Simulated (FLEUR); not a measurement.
# CaSe: band structure with PBEsol

**Experimental background.**

From a printed reference work, monograph, original work of 1988, for a bulk crystal of CaSe at 2 K: band gap 3.85 eV (indirect).

CaSe:

```
CELL_PARAMETERS angstrom
0.00000 2.95600 2.95600
2.95600 0.00000 2.95600
2.95600 2.95600 0.00000
ATOMIC_POSITIONS crystal
Se 0.50000 0.50000 0.50000
Ca 0.00000 0.00000 0.00000
```

```
Program                  : FLEUR MaX-R8.1 (later development tree)
Task                     : band structure
Functional               : PBEsol
Potentials or basis      : all-electron
Basis                    : FLAPW
Kmax                     : 4.1 1/bohr
k mesh                   : 8 × 8 × 8
Occupations              : fermi-dirac, width 0.05 eV
Spin                     : no spin polarisation
Gmax                     : 12.7 1/bohr
Muffin-tin radii         : Se 2.59, Ca 2.59 bohr
lmax                     : Se 10, Ca 10
lnonsphr                 : Se 10, Ca 10
Local orbitals a species : Se 4, Ca 5
Max iterations           : 60
Mixing factor            : 0.05
Mixer                    : Anderson
Mixer history            : 15
Density convergence      : 1e-05 me/bohr^3
```

```json
{
 "Band gap on the k mesh": "1.93 eV, indirect (least direct gap 2.88 eV)",
 "Band gap along the path": "1.93 eV, indirect (least direct gap 2.88 eV)",
 "Valence electrons inside the program's atomic spheres": "Se 15.11; Ca 8.38 (radii Se 2.59, Ca 2.59 bohr)"
}
```

Levels at the corners of the path, in eV from the valence-band top:
```tsv
point	band 10	band 11	band 12	band 13	band 14	band 15	band 16	band 17
Γ	-11.83	0.00	0.00	0.00	3.20	3.66	3.66	3.66
X	-11.24	-2.56	-0.95	-0.95	1.93	4.96	5.04	6.03
W	-11.15	-2.02	-2.02	-1.70	4.35	4.35	5.21	5.74
K	-11.17	-2.29	-2.08	-1.13	3.20	5.66	5.71	5.71
Γ	-11.83	0.00	0.00	0.00	3.20	3.66	3.66	3.66
L	-11.12	-3.33	-1.21	-1.21	4.38	5.46	5.50	5.50
U	-11.17	-2.29	-2.08	-1.13	3.20	5.66	5.71	5.71
W	-11.15	-2.02	-2.02	-1.70	4.35	4.35	5.21	5.74
L	-11.12	-3.33	-1.21	-1.21	4.38	5.46	5.50	5.50
K	-11.17	-2.29	-2.08	-1.13	3.20	5.66	5.71	5.71
U	-11.17	-2.29	-2.08	-1.13	3.20	5.66	5.71	5.71
X	-11.24	-2.56	-0.95	-0.95	1.93	4.96	5.04	6.03
```

Core levels (eV from the Fermi level):
```csv
atom,levels
1 Se,"1s1/2 -12483.8, 2s1/2 -1597.9, 2p1/2 -1433.0, 2p3/2 -1391.3, 3s1/2 -205.7, 3p1/2 -149.4, 3p3/2 -143.5"
2 Ca,"1s1/2 -3936.1, 2s1/2 -406.1, 2p1/2 -329.3, 2p3/2 -325.6"
```

Run time: 43 s on 1 thread of Arm Neoverse V2 (shared host), peak memory 0.07 GiB.

Measured gap of CaSe: 3.85 eV (indirect; 2 K; a printed reference work, monograph, original work of 1988). This calculation gives 1.93 eV (-1.92 eV). Spin-orbit coupling on Se is left out. The value is that of PBEsol, without temperature or zero-point motion. Semilocal functionals fall short of measured gaps as a rule.
